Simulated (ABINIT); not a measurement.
# PbSe (Clausthalite) (Fm-3m) in ABINIT: settings compared

The runs below take PbSe (Clausthalite) through equation of state, band structure, with SOGGA, rPW86PBE, PBEsol, BP86, LDA.

Program: ABINIT 10.8.3 (patched build). These are calculated values, not measurements. Logs are shortened: lines on timing, memory, paths and dates and some standing lists are left out, and cuts for length are marked. The log counts tension as positive stress, the text compression.

**Experimental background.**

From a printed reference work, monograph, for a bulk crystal of PbSe: band gap 0.28 eV (direct) at 300 K; band gap 0.15 eV (direct) at 4.2 K.

How close the calculation comes is told below.

### 1 Starting point

The structure is cubic, space group Fm-3m (No. 225). Conventional cell: a = 6.121 Å, b = 6.121 Å, c = 6.121 Å, α = 90.00°, β = 90.00°, γ = 90.00°. Pb (site symmetry m-3m) has 6 Se at 3.06 Å as nearest neighbours. Se (site symmetry m-3m) has 6 Pb at 3.06 Å as nearest neighbours.

### 2 Equation of state, SOGGA

The input, run.abi:

```
# Datasets: one volume each
ndtset 7
getwfk -1
scalecart1 3*0.9795861087
scalecart2 3*0.9864848297
scalecart3 3*0.9932883884
scalecart4 3*1.0000000000
scalecart5 3*1.0066227096
scalecart6 3*1.0131594038
scalecart7 3*1.0196128224

# Pseudopotentials
pp_dirpath "./"
pseudos "Pb.GGA_PBE-JTH_sp.xml, Se.GGA_PBE-JTH.xml"

# Structure
acell 4.3284127397 4.3284127397 4.3284127397 Angstrom
rprim
     0.0000000000     0.7071067812     0.7071067812
     0.7071067812     0.0000000000     0.7071067812
     0.7071067812     0.7071067812     0.0000000000
ntypat 2
znucl 82 34
natom 2
typat 1 2
xred
     0.0000000000     0.0000000000     0.0000000000
     0.5000000000     0.5000000000     0.5000000000

# Plane-wave basis
ecut 15.0
pawecutdg 30.0

# k points
kptopt 1
ngkpt 8 8 8
nshiftk 1
shiftk 0.0 0.0 0.0

# Exchange and correlation
ixc -150130

# Bands and occupations
nband 9
occopt 3
tsmear 0.05 eV

# SCF cycle
nstep 100
tolvrs 1.0e-9

# Output
iomode 3
prtwf 1
prtden 0
prteig 0
prtebands 0
enunit 1
```

Potentials or basis: JTH PAW PBE v2.0 sp.

Run with:

```sh
> abinit run.abi > log 2>&1
```

run.abo:

```text
.Version 10.8.3 of ABINIT
 DATASET    1 : space group Fm -3 m (#225); Bravais cF (face-center cubic)
================================================================================
 Values of the parameters that define the memory need for DATASET  1.
     intxc =       0    ionmov =       0      iscf =      17    lmnmax =      13
     lnmax =       5     mgfft =      30  mpssoang =       3    mqgrid =    3001
     natom =       2  nloc_mem =       2    nspden =       1   nspinor =       1
    nsppol =       1      nsym =      48    n1xccc =       1    ntypat =       2
    occopt =       3   xclevel =       2
       mpw =        1036          nfft =       27000          nkpt =          29
 PAW method is used; the additional fine FFT grid is defined by:
   mgfftf=        40    nfftf =     64000
================================================================================
================================================================================
[... 71 lines left out ...]
 DATASET    7 : space group Fm -3 m (#225); Bravais cF (face-center cubic)
================================================================================
 Values of the parameters that define the memory need for DATASET  7.
     intxc =       0    ionmov =       0      iscf =      17    lmnmax =      13
     lnmax =       5     mgfft =      30  mpssoang =       3    mqgrid =    3001
     natom =       2  nloc_mem =       2    nspden =       1   nspinor =       1
    nsppol =       1      nsym =      48    n1xccc =       1    ntypat =       2
    occopt =       3   xclevel =       2
       mpw =        1155          nfft =       27000          nkpt =          29
 PAW method is used; the additional fine FFT grid is defined by:
   mgfftf=        45    nfftf =     91125
================================================================================
================================================================================

--------------------------------------------------------------------------------
------------- Echo of variables that govern the present computation ------------
--------------------------------------------------------------------------------
 -outvars: echo values of preprocessed input variables --------
            acell      8.1795146379E+00  8.1795146379E+00  8.1795146379E+00 Bohr
              amu      2.07200000E+02  7.89600000E+01
             ecut      1.50000000E+01 Hartree
           enunit           1
           getwfk          -1
              ixc     -150130
           jdtset        1    2    3    4    5    6    7
         kptrlatt        8    0    0      0    8    0      0    0    8
          kptrlen1     6.41003113E+01
          kptrlen2     6.45517368E+01
          kptrlen3     6.49969353E+01
          kptrlen4     6.54361171E+01
          kptrlen5     6.58694815E+01
          kptrlen6     6.62972174E+01
          kptrlen7     6.67195040E+01
            natom           2
            nband           9
           ndtset           7
            ngfft          30      30      30
[... 76 lines left out ...]

 chkinp: Checking input parameters for consistency, jdtset=   1.

 chkinp: Checking input parameters for consistency, jdtset=   2.
[... 36 lines left out ...]
 getcut: wavevector=  0.0000  0.0000  0.0000  ngfft=  40  40  40
         ecut(hartree)=     30.000   => boxcut(ratio)=   2.02472

--- Pseudopotential description ------------------------------------------------
- pspini: atom type   1  psp file is ./Pb.GGA_PBE-JTH_sp.xml
 Pseudopotential format is: paw10
 basis_size (lnmax)=  5 (lmn_size= 13), orbitals=   0   0   1   1   2
 Spheres core radius: rc_sph= 2.91365156
 Shapefunction is SIN type: shapef(r)=[sin(pi*r/rshp)/(pi*r/rshp)]**2
 Radius for shape functions =  2.21205640
 Compensation charge density is not taken into account in XC energy/potential

- pspini: atom type   2  psp file is ./Se.GGA_PBE-JTH.xml
 Pseudopotential format is: paw10
 basis_size (lnmax)=  4 (lmn_size=  8), orbitals=   0   0   1   1
 Spheres core radius: rc_sph= 2.21132333
 Shapefunction is BESSEL type: shapef(r,l)=aa(1,l)*jl(q(1,l)*r)+aa(2,l)*jl(q(2,l)*r)
 Radius for shape functions =  2.00656599
 Compensation charge density is not taken into account in XC energy/potential

   7.20428178E+02                                ecore*ucvol(ha*bohr**3)
--------------------------------------------------------------------------------

[... 1189 lines left out ...]
-Cartesian components of stress tensor (GPa)         [Pressure= -3.7946E+00 GPa]
- sigma(1 1)=  3.79458971E+00  sigma(3 2)=  0.00000000E+00
- sigma(2 2)=  3.79458971E+00  sigma(3 1)=  0.00000000E+00
- sigma(3 3)=  3.79458971E+00  sigma(2 1)=  0.00000000E+00

== END DATASET(S) ==============================================================
================================================================================

 -outvars: echo values of variables after computation  --------
            acell      8.1795146379E+00  8.1795146379E+00  8.1795146379E+00 Bohr
           etotal1    -1.3296792436E+01
           etotal2    -1.3297252482E+01
           etotal3    -1.3297379993E+01
           etotal4    -1.3297212931E+01
           etotal5    -1.3296776460E+01
           etotal6    -1.3296097102E+01
           etotal7    -1.3295203375E+01
            fcart1    -0.0000000000E+00 -0.0000000000E+00 -0.0000000000E+00
                      -0.0000000000E+00 -0.0000000000E+00 -0.0000000000E+00
            fcart2    -0.0000000000E+00 -0.0000000000E+00 -0.0000000000E+00
                      -0.0000000000E+00 -0.0000000000E+00 -0.0000000000E+00
            fcart3    -0.0000000000E+00 -0.0000000000E+00 -0.0000000000E+00
                      -0.0000000000E+00 -0.0000000000E+00 -0.0000000000E+00
            fcart4    -0.0000000000E+00 -0.0000000000E+00 -0.0000000000E+00
                      -0.0000000000E+00 -0.0000000000E+00 -0.0000000000E+00
            fcart5    -0.0000000000E+00 -0.0000000000E+00 -0.0000000000E+00
                      -0.0000000000E+00 -0.0000000000E+00 -0.0000000000E+00
[... 38 lines left out ...]
                       0.0000000000E+00  0.0000000000E+00  0.0000000000E+00
           xangst1     0.0000000000E+00  0.0000000000E+00  0.0000000000E+00
                       2.9981702237E+00  2.9981702237E+00  2.9981702237E+00
           xangst2     0.0000000000E+00  0.0000000000E+00  0.0000000000E+00
                       3.0192847941E+00  3.0192847941E+00  3.0192847941E+00
           xangst3     0.0000000000E+00  0.0000000000E+00  0.0000000000E+00
                       3.0401081060E+00  3.0401081060E+00  3.0401081060E+00
           xangst4     0.0000000000E+00  0.0000000000E+00  0.0000000000E+00
                       3.0606500001E+00  3.0606500001E+00  3.0606500001E+00
           xangst5     0.0000000000E+00  0.0000000000E+00  0.0000000000E+00
                       3.0809197962E+00  3.0809197962E+00  3.0809197962E+00
           xangst6     0.0000000000E+00  0.0000000000E+00  0.0000000000E+00
                       3.1009263293E+00  3.1009263293E+00  3.1009263293E+00
           xangst7     0.0000000000E+00  0.0000000000E+00  0.0000000000E+00
                       3.1206779850E+00  3.1206779850E+00  3.1206779850E+00
             xred      0.0000000000E+00  0.0000000000E+00  0.0000000000E+00
                       5.0000000000E-01  5.0000000000E-01  5.0000000000E-01
 Calculation completed.
```

It took 78 s on 1 thread of Arm Neoverse V2, shared host; peak memory 0.15 GiB.

Results:

```
Equilibrium volume                      : 28.05 Å³/atom
Bulk modulus                            : 56 GPa
Pressure derivative of the bulk modulus : 4.2
```

Energy against volume, from the lowest point:
```csv
volume (Å³/atom),energy (meV/atom)
26.951,7.99
27.524,1.73
28.097,0.00
28.671,2.27
29.244,8.21
29.818,17.45
30.391,29.61
```

Caveat: pressures at fixed basis lie under the slope of the energies; the PAW data sets were made with another functional, which shifts forces and pressure a little; this set keeps more shells in the core, which shifts pressures and gaps.

### 3 Equation of state, rPW86PBE

The input, run.abi:

```
ndtset 7
getwfk -1
scalecart1 3*0.9795861087
scalecart2 3*0.9864848297
scalecart3 3*0.9932883884
scalecart4 3*1.0000000000
scalecart5 3*1.0066227096
scalecart6 3*1.0131594038
scalecart7 3*1.0196128224

pp_dirpath "./"
pseudos "Pb.GGA_PBE-JTH_sp.xml, Se.GGA_PBE-JTH.xml"

acell 3*1.0 Angstrom
rprim
     0.0000000000     3.0606500000     3.0606500000
     3.0606500000     0.0000000000     3.0606500000
     3.0606500000     3.0606500000     0.0000000000
ntypat 2
znucl 82 34
natom 2
typat 1 2
xred
     0.0000000000     0.0000000000     0.0000000000
     0.5000000000     0.5000000000     0.5000000000

ecut 15.0
pawecutdg 30.0

kptopt 1
ngkpt 8 8 8
nshiftk 1
shiftk 0.0 0.0 0.0

ixc -144130

nband 9
occopt 3
tsmear 0.05 eV

nstep 100
tolvrs 1.0e-9

iomode 3
prtwf 1
prtden 0
prteig 0
prtebands 0
```

Potentials or basis: JTH PAW PBE v2.0 sp.

Run with:

```sh
> abinit run.abi > log 2>&1
```

run.abo:

```text
.Version 10.8.3 of ABINIT
 DATASET    1 : space group Fm -3 m (#225); Bravais cF (face-center cubic)
================================================================================
 Values of the parameters that define the memory need for DATASET  1.
     intxc =       0    ionmov =       0      iscf =      17    lmnmax =      13
     lnmax =       5     mgfft =      30  mpssoang =       3    mqgrid =    3001
     natom =       2  nloc_mem =       2    nspden =       1   nspinor =       1
    nsppol =       1      nsym =      48    n1xccc =       1    ntypat =       2
    occopt =       3   xclevel =       2
       mpw =        1036          nfft =       27000          nkpt =          29
 PAW method is used; the additional fine FFT grid is defined by:
   mgfftf=        40    nfftf =     64000
================================================================================
================================================================================
[... 71 lines left out ...]
 DATASET    7 : space group Fm -3 m (#225); Bravais cF (face-center cubic)
================================================================================
 Values of the parameters that define the memory need for DATASET  7.
     intxc =       0    ionmov =       0      iscf =      17    lmnmax =      13
     lnmax =       5     mgfft =      30  mpssoang =       3    mqgrid =    3001
     natom =       2  nloc_mem =       2    nspden =       1   nspinor =       1
    nsppol =       1      nsym =      48    n1xccc =       1    ntypat =       2
    occopt =       3   xclevel =       2
       mpw =        1155          nfft =       27000          nkpt =          29
 PAW method is used; the additional fine FFT grid is defined by:
[... 1385 lines left out ...]
            acell      1.8897261259E+00  1.8897261259E+00  1.8897261259E+00 Bohr
           etotal1    -1.3362971559E+01
           etotal2    -1.3365452921E+01
           etotal3    -1.3367498404E+01
           etotal4    -1.3369155620E+01
           etotal5    -1.3370456671E+01
           etotal6    -1.3371432033E+01
           etotal7    -1.3372118156E+01
            fcart1    -0.0000000000E+00 -0.0000000000E+00 -0.0000000000E+00
                      -0.0000000000E+00 -0.0000000000E+00 -0.0000000000E+00
            fcart2    -0.0000000000E+00 -0.0000000000E+00 -0.0000000000E+00
                      -0.0000000000E+00 -0.0000000000E+00 -0.0000000000E+00
            fcart3    -0.0000000000E+00 -0.0000000000E+00 -0.0000000000E+00
                      -0.0000000000E+00 -0.0000000000E+00 -0.0000000000E+00
            fcart4    -0.0000000000E+00 -0.0000000000E+00 -0.0000000000E+00
                      -0.0000000000E+00 -0.0000000000E+00 -0.0000000000E+00
            fcart5    -0.0000000000E+00 -0.0000000000E+00 -0.0000000000E+00
                      -0.0000000000E+00 -0.0000000000E+00 -0.0000000000E+00
[... 38 lines left out ...]
                       0.0000000000E+00  0.0000000000E+00  0.0000000000E+00
           xangst1     0.0000000000E+00  0.0000000000E+00  0.0000000000E+00
                       2.9981702236E+00  2.9981702236E+00  2.9981702236E+00
           xangst2     0.0000000000E+00  0.0000000000E+00  0.0000000000E+00
                       3.0192847940E+00  3.0192847940E+00  3.0192847940E+00
           xangst3     0.0000000000E+00  0.0000000000E+00  0.0000000000E+00
                       3.0401081060E+00  3.0401081060E+00  3.0401081060E+00
           xangst4     0.0000000000E+00  0.0000000000E+00  0.0000000000E+00
                       3.0606500000E+00  3.0606500000E+00  3.0606500000E+00
           xangst5     0.0000000000E+00  0.0000000000E+00  0.0000000000E+00
                       3.0809197961E+00  3.0809197961E+00  3.0809197961E+00
           xangst6     0.0000000000E+00  0.0000000000E+00  0.0000000000E+00
                       3.1009263292E+00  3.1009263292E+00  3.1009263292E+00
           xangst7     0.0000000000E+00  0.0000000000E+00  0.0000000000E+00
                       3.1206779849E+00  3.1206779849E+00  3.1206779849E+00
             xred      0.0000000000E+00  0.0000000000E+00  0.0000000000E+00
                       5.0000000000E-01  5.0000000000E-01  5.0000000000E-01
 Calculation completed.
```

It took 69 s on 1 thread of Arm Neoverse V2, shared host; peak memory 0.15 GiB.

What came out:

* Equilibrium volume: 31.70 Å³/atom (rough: see the caveat)
* Bulk modulus: 45 GPa (rough)

Energy against volume, from the lowest point:
```tsv
volume (Å³/atom)	energy (meV/atom)
26.951	124.45
27.524	90.69
28.097	62.85
28.671	40.31
29.244	22.61
29.818	9.34
30.391	0.00
```

Caveat: pressures at fixed basis lie under the slope of the energies; the minimum lies outside the volumes run; the PAW data sets were made with another functional, which shifts forces and pressure a little; this set keeps more shells in the core, which shifts pressures and gaps.

### 4 Equation of state, PBEsol

The input, run.abi:

```
# Datasets: one volume each
ndtset 7
getwfk -1
scalecart1 3*0.9795861087
scalecart2 3*0.9864848297
scalecart3 3*0.9932883884
scalecart4 3*1.0000000000
scalecart5 3*1.0066227096
scalecart6 3*1.0131594038
scalecart7 3*1.0196128224

# Pseudopotentials
pp_dirpath "./"
pseudos "Pb.GGA_PBE-JTH_sp.xml, Se.GGA_PBE-JTH.xml"

# Structure
acell 8.1795146323 8.1795146323 8.1795146323
rprim
     0.0000000000     0.7071067812     0.7071067812
     0.7071067812     0.0000000000     0.7071067812
     0.7071067812     0.7071067812     0.0000000000
ntypat 2
znucl 82 34
natom 2
typat 1 2
xred
     0.0000000000     0.0000000000     0.0000000000
     0.5000000000     0.5000000000     0.5000000000

# Plane-wave basis
ecut 15.0
pawecutdg 30.0

# k points
kptopt 1
ngkpt 8 8 8
nshiftk 1
shiftk 0.0 0.0 0.0

# Exchange and correlation
ixc -116133

# Bands and occupations
nband 9
occopt 3
tsmear 0.05 eV

# SCF cycle
nstep 100
tolvrs 1.0e-9

# Output
iomode 3
prtwf 1
prtden 0
prteig 0
prtebands 0
```

Run with:

```sh
> abinit run.abi > log 2>&1
```

It took 66 s on 1 thread of Arm Neoverse V2, shared host; peak memory 0.15 GiB.

It converged, with:

| Quantity | Value |
| --- | --- |
| Equilibrium volume | 28.48 Å³/atom |
| Bulk modulus | 55 GPa |
| Pressure derivative of the bulk modulus | 4.2 |

Energy against volume, from the lowest point:
| volume (Å³/atom) | energy (meV/atom) |
| --- | --- |
| 26.951 | 15.10 |
| 27.524 | 5.53 |
| 28.097 | 0.67 |
| 28.671 | 0.00 |
| 29.244 | 3.15 |
| 29.818 | 9.75 |
| 30.391 | 19.39 |

Caveat: pressures at fixed basis lie under the slope of the energies; the PAW data sets were made with another functional, which shifts forces and pressure a little; this set keeps more shells in the core, which shifts pressures and gaps. Spin-orbit coupling is left out, which matters for the levels of Pb.

[end of part 1 of 2]
